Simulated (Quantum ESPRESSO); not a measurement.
ZrC in Quantum ESPRESSO: the effect of functional

The system is ZrC.

```
Zr C
1.0
     0.00000    2.36500    2.36500
     2.36500    0.00000    2.36500
     2.36500    2.36500    0.00000
Zr C
1 1
Direct
  0.50000 0.50000 0.50000
  0.00000 0.00000 0.00000
```

Alike in all runs:

- Program: Quantum ESPRESSO 7.5
- Task: phonon dispersion
- Cutoff: 612 eV
- Density cutoff: 4898 eV
- k mesh: 8 × 8 × 8
- Occupations: cold, width 0.2 eV
- Spin: no spin polarisation

Each run relaxes the cell or the atoms first.

Q: One run gave: relaxed volume 13.04 Å³/atom; highest phonon frequency 655 cm⁻¹. Which functional did it use?
A. LDA
B. PBEsol
C. PBE

A: C.

```tsv
functional	potentials or basis	relaxed volume (Å³/atom)	highest phonon frequency (cm⁻¹)
LDA	GBRV 1.5 LDA	12.50	677
PBE	GBRV 1.5 PBE	13.04	655
PBEsol	GBRV 1.5 PBEsol	12.71	667
```

Caveats: the mesh is thin for the phonons of a metal.
